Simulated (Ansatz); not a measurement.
# Ionic part of the dielectric constant of SrO at -3 GPa, mode by mode

Computed with Ansatz 0.2.0, DFT PBEsol, scalar-relativistic, plane waves, PAW. Cutoff 420 eV, 8×8×8 k-points (Γ-centred), fixed occupations. No spin polarisation. Phonons by linear response, acoustic sum rule imposed.

It takes space group Fm-3m (No. 225, cubic). Conventional cell: a = 5.182 Å, b = 5.182 Å, c = 5.182 Å, α = 90.00°, β = 90.00°, γ = 90.00°. Sr (site symmetry m-3m) has 6 O at 2.59 Å as nearest neighbours. O (site symmetry m-3m) is surrounded by 6 Sr at 2.59 Å.

The primitive cell has V = 34.78 Å³ and ε∞,xx = 3.855. Each polar mode adds Δε = (4.92064×10⁷/V)·S/ν² along x, with S its oscillator strength in e²/amu, ν in cm⁻¹ and V in Å³.

Q: From these modes, find each Δε and ε0,xx.
| ν (cm⁻¹) | S_xx (e²/amu) |
| --- | --- |
| 181.8 | 0.4393 |

A:
| ν (cm⁻¹) | Δε |
| --- | --- |
| 181.8 | 18.80 |

The sum is 18.802, so ε0,xx = 22.66; the run's tensor has 22.66.

Q: Where do the longitudinal modes lie for a wave vector along x?

A: At 441 cm⁻¹. The Lyddane–Sachs–Teller product Π(ν_LO/ν_TO)² = 5.88 matches ε0/ε∞ = 5.88.